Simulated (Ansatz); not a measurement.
CaF₂ (fluorite type), DFT, PBE, all-electron LAPW, scalar-relativistic (Ansatz 0.2.0), on 1 thread of Intel(R) Xeon(R) Platinum 8375C CPU @ 2.90GHz (Ice Lake) (shared host).

Command: `ansatz run input.yaml --threads 1 --pin off --max-ram 3072MiB --backend cpu --events-out ev --progress --plain --runs-dir out`

```yaml
crystal:
  lattice:
    - [0.0, 2.5579493969, 2.5579493969]
    - [2.5579493969, 0.0, 2.5579493969]
    - [2.5579493969, 2.5579493969, 0.0]
  atoms:
    - { symbol: Ca, position: [0.0, 0.0, 0.0] }
    - { symbol: F, position: [0.25, 0.25, 0.25] }
    - { symbol: F, position: [0.75, 0.75, 0.75] }
kpoints:
  mp_grid: { grid: [10, 10, 10] }
scf:
  occupations: { method: fermi_dirac, width: 0.1 }
hamiltonian:
  xc: pbe
  pseudopotentials: { kind: all_electron, lapw: { basis_error: 0.001 } }
output:
  forces: true
  stress: true
  eigenvalues: true
  populations: true
```

(1) How large is the problem that the program sets up?

(2) About how long does it take?

Answers

(1) 47 irreducible k-points, 387 plane waves at Γ, 20 bands.

(2) 11 s of wall time for 8 SCF iterations. Times on shared machines scatter by tens of per cent.
